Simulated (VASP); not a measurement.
Runs of VASP 6.6.1 on AlN. The structure is hexagonal, space group P6_3mc (No. 186). Conventional cell: a = 3.091 Å, b = 3.091 Å, c = 4.947 Å, α = 90.00°, β = 90.00°, γ = 120.00°. Around Al (site symmetry 3m) lie 4 N at 1.88 to 1.89 Å. N (site symmetry 3m) has 4 Al at 1.88 to 1.89 Å as nearest neighbours. 

| task | cell | gap on the mesh (eV) | pressure (GPa) |
| --- | --- | --- | --- |
| relaxation of cell and atoms | relaxed | (a) | 0.0 |
| relaxation of shape and atoms at fixed volume | atoms relaxed at fixed volume from: a relaxed cell with its volume scaled by 0.96 | 4.75 | 9.3 |
| relaxation of shape and atoms at fixed volume | atoms relaxed at fixed volume from: a relaxed cell with its volume scaled by 1.06 | 3.91 | -11.0 |
| relaxation of shape and atoms at fixed volume | atoms relaxed at fixed volume from: a relaxed cell with its volume scaled by 1.04 | (b) | -7.7 |
| relaxation of shape and atoms at fixed volume | atoms relaxed at fixed volume from: a relaxed cell with its volume scaled by 0.94 | 4.91 | 14.7 |

Alike in all rows: level LDA; potentials or basis VASP PAW LDA potentials, release 64 (Al, N); no spin polarisation; k mesh 12 × 12 × 6; cutoff (eV) 600; smearing gaussian 0.03 eV.

Estimate the missing entries.

(a) 4.40; (b) 4.07.

A k mesh can miss the band edges.
